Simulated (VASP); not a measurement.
# CaSe (Fm-3m) in VASP: notebook, part 2 of 2

VASP 6.6.1.

### Step 5. Band structure, PBE-EpsX

Contents of POSCAR:

```
CaSe                                    
1.0
    0.0000000000      2.9384610338      2.9384610338
    2.9384610338      0.0000000000      2.9384610338
    2.9384610338      2.9384610338      0.0000000000
  Ca              Se            
     1     1
Direct
     0.0000000000000000    0.0000000000000000    0.0000000000000000
     0.5000000000000000    0.5000000000000000    0.5000000000000000
```

Contents of INCAR.step1:

```
PREC = Accurate
ENCUT = 520
EDIFF = 1E-8
ISMEAR = 0
SIGMA = 0.03
LREAL = False
LASPH = True
NELM = 80
ALGO = Normal
ISIF = 2
LWAVE = False
LCHARG = False
KPAR = 4
GGA = PE
LEPSILON = True
```

Contents of KPOINTS.step1:

```
Automatic mesh
0
G
  8 8 8
  0 0 0
```

Contents of INCAR.step2:

```
PREC = Accurate
ENCUT = 520
EDIFF = 1E-5
ISMEAR = 0
SIGMA = 0.03
LREAL = False
LASPH = True
NELM = 80
ALGO = Normal
ISIF = 2
LWAVE = True
LCHARG = False
KPAR = 4
GGA = PE
```

Contents of KPOINTS.step2:

```
regular mesh
0
Gamma
  6 6 6
```

Contents of INCAR.step3:

```
PREC = Accurate
ENCUT = 520
EDIFF = 1E-6
ISMEAR = 0
SIGMA = 0.03
LREAL = False
LASPH = True
NELM = 80
ALGO = Normal
ISIF = 2
LWAVE = False
LCHARG = False
GGA = PE
LHFCALC = True
AEXX = 0.1739
PRECFOCK = Fast
HFRCUT = -1
KPAR = 4
ISTART = 1
```

Contents of KPOINTS.step3:

```
regular mesh
0
Gamma
  6 6 6
```

Contents of KPOINTS_OPT:

```
explicit points
6
Reciprocal
 0.0000000000  0.0000000000  0.0000000000 1
 0.3750000000  0.3750000000  0.7500000000 1
 0.5000000000  0.5000000000  0.5000000000 1
 0.6250000000  0.2500000000  0.6250000000 1
 0.5000000000  0.2500000000  0.7500000000 1
 0.5000000000  0.0000000000  0.5000000000 1
```

Potentials or basis: VASP PAW PBE potentials, release 64 (Ca_sv, Se).

Run with:

```console
> cat potpaw_PBE.64/Ca_sv/POTCAR potpaw_PBE.64/Se/POTCAR > POTCAR
> cp INCAR.step1 INCAR
> cp KPOINTS.step1 KPOINTS
> mpirun -np 4 vasp_std > vasp.out
> cp INCAR.step2 INCAR
> cp KPOINTS.step2 KPOINTS
> mpirun -np 4 vasp_std > vasp.out
> cp INCAR.step3 INCAR
> cp KPOINTS.step3 KPOINTS
> mpirun -np 4 vasp_std > vasp.out
```

OUTCAR:

```text
PREC = Accurate
   ENCUT = 520
   EDIFF = 1E-6
   ISMEAR = 0
   LREAL = False
   LASPH = True
   NELM = 80
   ISIF = 2
   GGA = PE
   LHFCALC = True
   AEXX = 0.1739
   PRECFOCK = Fast
   ISTART = 1

 ion  position               nearest neighbor table
   1  0.000  0.000  0.000-   2 2.94   2 2.94   2 2.94   2 2.94   2 2.94   2 2.94
   2  0.500  0.500  0.500-   1 2.94   1 2.94   1 2.94   1 2.94   1 2.94   1 2.94

  LATTYP: Found a face centered cubic cell.
 ALAT       =     5.8769220676

  Lattice vectors:

 A1 = (   0.0000000000,   2.9384610338,   2.9384610338)
 A2 = (   2.9384610338,   0.0000000000,   2.9384610338)
 A3 = (   2.9384610338,   2.9384610338,   0.0000000000)

Analysis of symmetry for initial positions (statically):
=====================================================================
 Subroutine PRICEL returns:
 Original cell was already a primitive cell.

 Routine SETGRP: Setting up the symmetry group for a
 face centered cubic supercell.

 Subroutine GETGRP returns: Found 48 space group operations
 (whereof 48 operations were pure point group operations)
 out of a pool of 48 trial point group operations.

The static configuration has the point symmetry O_h .

Analysis of symmetry for dynamics (positions and initial velocities):
=====================================================================
 Subroutine PRICEL returns:
 Original cell was already a primitive cell.

 Routine SETGRP: Setting up the symmetry group for a
 face centered cubic supercell.

 Subroutine GETGRP returns: Found 48 space group operations
 (whereof 48 operations were pure point group operations)
 out of a pool of 48 trial point group operations.

The dynamic configuration has the point symmetry O_h .

 Subroutine INISYM returns: Found 48 space group operations
 (whereof 48 operations are pure point group operations),
 and found     1 'primitive' translations

----------------------------------------------------------------------------------------
[... 120 lines left out ...]
   IVDW    =     0    specifies the selected vdW correction
   LEPSILON=     F    determine dielectric tensor
   LRPA    =     F    only Hartree local field effects (RPA)
 non-spin polarized calculation
 Gauss-broadening in eV      SIGMA  =   0.03
  energy-cutoff  :      520.00
  volume of cell :       50.74
 maximum number of plane-waves:      1380
  NGX = 18; NGY = 18; NGZ = 18

 number of electron      16.0000001 magnetization

 Free energy of the ion-electron system (eV)
  ---------------------------------------------------
  ext. energy  EPLUGINS =         0.00000000
  ---------------------------------------------------
  free energy    TOTEN  =       -10.66995310 eV

  energy without entropy =      -10.66995310  energy(sigma->0) =      -10.66995310

 E-fermi :   2.2154     XC(G=0):  -7.8935

 val. band max:        1.9522846754   @ k =   0.0000   0.0000   0.0000
 cond. band min:       5.0539253504   @ k =   0.5000   0.5000   0.0000
 fundamental gap:      3.1016406750
 Fermi energy:         2.2154303109

 k-point     1 :       0.0000    0.0000    0.0000
  band No.  band energies     occupation
      1     -39.9509      2.00000
      2     -19.9148      2.00000
      3     -19.9148      2.00000
      4     -19.9148      2.00000
      5     -10.7540      2.00000
      6       1.9523      2.00000
      7       1.9523      2.00000
      8       1.9523      2.00000
      9       6.5128      0.00000
     10       6.9876      0.00000
     11       6.9876      0.00000
     12       6.9876      0.00000
[... 211 lines left out ...]
 k-point    16 :      -0.3333    0.5000    0.1667
  band No.  band energies     occupation
      1     -39.9402      2.00000
      2     -19.9981      2.00000
      3     -19.9685      2.00000
      4     -19.9595      2.00000
      5     -10.0014      2.00000
      6      -0.5959      2.00000
      7       0.2019      2.00000
      8       0.2853      2.00000
      9       6.4876      0.00000
     10       8.5470      0.00000
     11       8.8700      0.00000
     12       9.4074      0.00000

------------------------ aborting loop because EDIFF is reached ----------------------------------------

  FORCE on cell =-STRESS in cart. coord.  units (eV):
  Direction    XX          YY          ZZ          XY          YZ          ZX
  --------------------------------------------------------------------------------------
  -------------------------------------------------------------------------------------
  Total        0.6332000      0.6332000      0.6332000     -0.0000000      0.0000000      0.0000000
  in kB       19.9922511     19.9922511     19.9922511     -0.0000000      0.0000000      0.0000000
  external PRESSURE =      19.9922511 kB  Pullay stress =       0.0000000 kB

 VOLUME and BASIS-vectors are now :
 -----------------------------------------------------------------------------
  energy-cutoff  :      520.00
  volume of cell :       50.74
      direct lattice vectors                 reciprocal lattice vectors
     0.000000000  2.938461034  2.938461034    -0.170157097  0.170157097  0.170157097
     2.938461034  0.000000000  2.938461034     0.170157097 -0.170157097  0.170157097
     2.938461034  2.938461034  0.000000000     0.170157097  0.170157097 -0.170157097

 POSITION                                       TOTAL-FORCE (eV/Angst)
 -----------------------------------------------------------------------------------
      0.00000      0.00000      0.00000         0.000000      0.000000      0.000000
      2.93846      2.93846      2.93846        -0.000000     -0.000000      0.000000
 -----------------------------------------------------------------------------------
    total drift:                                0.000000      0.000000      0.000000

  FREE ENERGIE OF THE ION-ELECTRON SYSTEM (eV)
  ---------------------------------------------------
  free  energy   TOTEN  =       -10.6699531048 eV

  energy  without entropy=      -10.6699531048  energy(sigma->0) =      -10.66995310
```

Wall time 6.7 min (4 MPI ranks of AMD EPYC 9R45 (Zen 5), shared host); peak memory 0.25 GiB.

Results:

```
Free energy             : -10.6700 eV
Pressure                : 2.0 GPa
Band gap on the k mesh  : 3.10 eV, indirect (least direct gap 4.15 eV)
Band gap along the path : 3.10 eV, indirect (least direct gap 4.15 eV)
```

Levels at points of the mesh, in eV from the valence-band top:
| k point | band 6 | band 7 | band 8 | band 9 | band 10 | band 11 |
| --- | --- | --- | --- | --- | --- | --- |
| (0.00, 0.00, 0.00) | 0.00 | 0.00 | 0.00 | 4.56 | 5.04 | 5.04 |
| (0.50, 0.00, 0.00) | -3.64 | -1.31 | -1.31 | 5.62 | 7.09 | 7.17 |
| (0.50, 0.50, 0.00) | -2.82 | -1.05 | -1.05 | 3.10 | 6.29 | 6.57 |

Caveat: the PAW data sets were made with another functional, which shifts forces and pressure a little.

### Step 6. The runs side by side

```csv
level,screening parameter,exchange at q = 0,share of exact exchange,gap on the mesh (eV),pressure (GPa)
PBE,-,-,-,1.97,2.3
HSE06,0.2 1/A,-,-,2.95,1.9
PBE0,-,truncated,-,3.61,1.8
PBE-EpsX,-,truncated,0.1739,3.10,2.0
```

Alike in all rows: task band structure; potentials or basis VASP PAW PBE potentials, release 64 (Ca_sv, Se); no spin polarisation; cell as given; k mesh 6 × 6 × 6; cutoff (eV) 520; smearing gaussian 0.03 eV.

On the cell as given the gap runs from 1.97 eV (PBE) to 3.61 eV (PBE0). The pressure there spans 1.8 GPa (PBE0) to 2.3 GPa (PBE); a positive pressure means that this level wants a larger cell, a negative one a smaller.

Caveats: the PAW data sets were made with another functional, which shifts forces and pressure a little (some runs).

Absolute energies hang on the potentials; compare differences alone.

### Step 7. Comparison with measurements

Step 2. A measured gap of CaSe is 3.85 eV (indirect; 2 K; a printed reference work, monograph, original work of 1988); the calculated 1.97 eV misses it by -1.88 eV. Spin-orbit coupling on Se is left out. The value is that of PBE, without temperature or zero-point motion. Semilocal functionals fall short of measured gaps as a rule.

Step 3. Against the measured gap of CaSe, 3.85 eV (indirect; 2 K; a printed reference work, monograph, original work of 1988), the calculated 2.95 eV is off by -0.90 eV. Spin-orbit coupling on Se is left out. The value is that of HSE06, without temperature or zero-point motion.

Step 4. Measured gap of CaSe: 3.85 eV (indirect; 2 K; a printed reference work, monograph, original work of 1988). This calculation gives 3.61 eV (-0.24 eV). Spin-orbit coupling on Se is left out. The value is that of PBE0, without temperature or zero-point motion.

Step 5. Measured gap of CaSe: 3.85 eV (indirect; 2 K; a printed reference work, monograph, original work of 1988). This calculation gives 3.10 eV (-0.75 eV). Spin-orbit coupling on Se is left out. The value is that of PBE-EpsX, without temperature or zero-point motion.
